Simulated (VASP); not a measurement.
# PtS₂: convergence, self-consistent run

PtS₂, sheet, 3 atoms in the cell. RevPBE; PAW potentials S, Pt (PBE set). VASP 6.6.1.

Wanted: levels at the zone centre within 0.05 eV.

What the run is for: levels; Accuracy asked: screening.

Levels at the zone centre: counted from the valence top at that point.

POSCAR:
```
PtS2
1.0
    3.5432000000      0.0000000000      0.0000000000
    1.7716000000      3.0685012107      0.0000000000
    0.0000000000      0.0000000000     18.2876152000
S Pt
2 1
Direct
    0.0000000000      0.0000000000      0.4374545239
    0.6666666666      0.6666666666      0.5625454761
    0.3333333333      0.3333333333      0.5000000000
```

The series start from Plane-wave cutoff (eV): 340; k-point mesh: 7 × 7 × 1; Precision mode (PREC): Accurate; Electronic threshold (eV): 1e-6; Bands in all (NBANDS): 22; Aspherical gradient terms in the spheres (LASPH): yes; Electronic algorithm: ALGO=Normal; Placing of the Fermi level (EFERMI): EFERMI=MIDGAP; Use of symmetry (ISYM): defaults; Density mixing: defaults. Each series keeps the choices made before it, and each single choice may use up half of a tolerance.

## Plane-wave cutoff (eV)

| Plane-wave cutoff (eV) | Levels at the zone centre, largest deviation (eV) | SCF iterations | Time (s) |
|---|---|---|---|
| 260 | 0.006 | 25 | 21 |
| 300 | 0.004 | 24 | 23 |
| 340 | 0.002 | 24 | 28 |
| 390 | 0.000 | 24 | 30 |
| 470 | 0.000 | 24 | 54 |
| 590 (reference) | 0.000 | 24 | 63 |

Chosen: 260, the loosest value from which every tighter one stays within half of the tolerance.

## k-point mesh

| k-point mesh | Levels at the zone centre, largest deviation (eV) | SCF iterations | Time (s) |
|---|---|---|---|
| 3 × 3 × 1 | 0.009 | 23 | 12 |
| 4 × 4 × 1 | 0.005 | 22 | 13 |
| 5 × 5 × 1 | 0.003 | 24 | 17 |
| 6 × 6 × 1 | 0.000 | 24 | 21 |
| 7 × 7 × 1 | 0.000 | 25 | 21 |
| 9 × 9 × 1 | 0.000 | 25 | 32 |
| 11 × 11 × 1 | 0.000 | 25 | 46 |
| 14 × 14 × 1 (reference) | 0.000 | 26 | 65 |

Chosen: 3 × 3 × 1.

## Precision mode (PREC)

| Precision mode (PREC) | Levels at the zone centre, largest deviation (eV) | SCF iterations | Time (s) |
|---|---|---|---|
| Low | 0.000 | 23 | 6.9 |
| SingleN | 0.001 | 23 | 6.7 |
| Normal | 0.001 | 23 | 7.6 |
| Accurate (reference) | 0.000 | 23 | 12 |

Chosen: Low.

## Electronic threshold (eV)

| Electronic threshold (eV) | Levels at the zone centre, largest deviation (eV) | SCF iterations | Time (s) |
|---|---|---|---|
| 0.001 | 0.004 | 13 | 3.9 |
| 0.0001 | 0.001 | 16 | 4.3 |
| 1e-5 | 0.001 | 18 | 4.7 |
| 1e-6 | 0.000 | 23 | 6.9 |
| 1e-7 | 0.000 | 24 | 6.4 |
| 1e-8 (reference) | 0.000 | 33 | 8.8 |

Chosen: 0.001.

## Bands in all (NBANDS)

| Bands in all (NBANDS) | Levels at the zone centre, largest deviation (eV) | SCF iterations | Time (s) |
|---|---|---|---|
| 12 | 0.001 | 13 | 2.5 |
| 13 | 0.000 | 13 | 2.6 |
| 15 | 0.000 | 13 | 2.9 |
| 17 | 0.001 | 13 | 2.9 |
| 22 | 0.001 | 13 | 3.9 |
| 33 (reference) | 0.000 | 13 | 4.0 |

Chosen: 12.

## Aspherical gradient terms in the spheres (LASPH)

| Aspherical gradient terms in the spheres (LASPH) | Levels at the zone centre, largest deviation (eV) | SCF iterations | Time (s) |
|---|---|---|---|
| yes | 0.000 | 13 | 2.5 |
| no | 0.006 | 13 | 1.4 |

Chosen: yes; no would be accurate enough too and is faster here.

## Electronic algorithm

| Electronic algorithm | Levels at the zone centre, largest deviation (eV) | SCF iterations | Time (s) |
|---|---|---|---|
| ALGO=Normal | 0.000 | 13 | 2.5 |
| ALGO=Fast | 0.002 | 13 | 2.6 |
| ALGO=All ISEARCH=1 | 0.003 | 17 | 4.7 |
| ALGO=All ISEARCH=0 | 0.003 | 17 | 4.6 |
| ALGO=Damped TIME=0.4 | 1.745 | 22 | 4.2 |
| ALGO=Damped TIME=0.1 | 1.735 | 33 | 6.4 |

Chosen: ALGO=Normal; no other choice that stays within half of the tolerance saves 30 % of the time.

## Placing of the Fermi level (EFERMI)

| Placing of the Fermi level (EFERMI) | Levels at the zone centre, largest deviation (eV) | SCF iterations | Time (s) |
|---|---|---|---|
| EFERMI=MIDGAP | 0.000 | 13 | 2.5 |
| EFERMI=LEGACY | 0.000 | 13 | 2.5 |

Chosen: EFERMI=MIDGAP.

## Use of symmetry (ISYM)

| Use of symmetry (ISYM) | Levels at the zone centre, largest deviation (eV) | SCF iterations | Time (s) |
|---|---|---|---|
| defaults | 0.000 | 13 | 2.5 |
| ISYM=1 | 0.000 | 13 | 2.5 |
| ISYM=0 | 0.000 | 13 | 3.0 |
| ISYM=-1 | 0.000 | 13 | 3.9 |

Chosen: defaults.

## Density mixing

| Density mixing | Levels at the zone centre, largest deviation (eV) | SCF iterations | Time (s) |
|---|---|---|---|
| defaults | 0.000 | 13 | 2.5 |
| AMIN=0.01 | 0.000 | 13 | 2.5 |
| AMIX=0.2 AMIN=0.01 | 0.003 | 14 | 2.8 |
| BMIX=3.0 AMIN=0.01 | 0.004 | 14 | 2.7 |
| AMIX=0.1 BMIX=0.0001 | 0.002 | 15 | 2.9 |
| INIMIX=0 | 0.001 | 14 | 2.7 |
| MAXMIX=-10 | 0.000 | 13 | 2.5 |

Chosen: defaults.

## All choices together

| Input | Levels at the zone centre, largest deviation (eV) | Time (s) |
|---|---|---|
| the program's defaults (naive) | 0.004 | 2.7 |
| chosen settings | 0.014 | 2.5 |
| reference settings throughout | 0.000 | 261 |

The tolerance is met.

Values of the reference run: Levels at the zone centre: 0, 0, 3.938 eV from the valence top at Gamma.

## The input

INCAR:
```
GGA = RE ; LDIPOL = True
IDIPOL = 3 ; DIPOL = 0.5 0.5 0.500
ISMEAR = 0 ; SIGMA = 0.03
LWAVE = False ; LCHARG = False
ISIF = 0 ; PREC = Low
LASPH = True ; LREAL = False
ALGO = Normal ; EDIFF = 0.001
NELM = 120 ; GGA_COMPAT = False
ENCUT = 260 ; EFERMI = MIDGAP
NELMDL = -8 ; NBANDS = 12
```

KPOINTS:
```
Automatic mesh
0
Gamma
  3 3 1
  0 0 0
```

Commands:
```
cat potpaw_PBE.64/S/POTCAR potpaw_PBE.64/Pt/POTCAR > POTCAR
mpirun -np 1 vasp_std > vasp.out
```

The naive input happens to agree within the tolerance here, in 2.7 s.

The chosen input took VASP 6.6.1 2.5 s on 1 core (Intel Xeon Platinum 8259CL @ 2.50GHz (Skylake/Cascade Lake)), a shared host.

## An input that fails: cutoff far too low

It runs to its end, but against the unchanged starting input it is off by 0.386 eV in the levels at the zone centre.

Changes against the starting input:
```
- NELM = 120
- ENCUT = 340
+ NELM = 94
+ ENCUT = 140
```
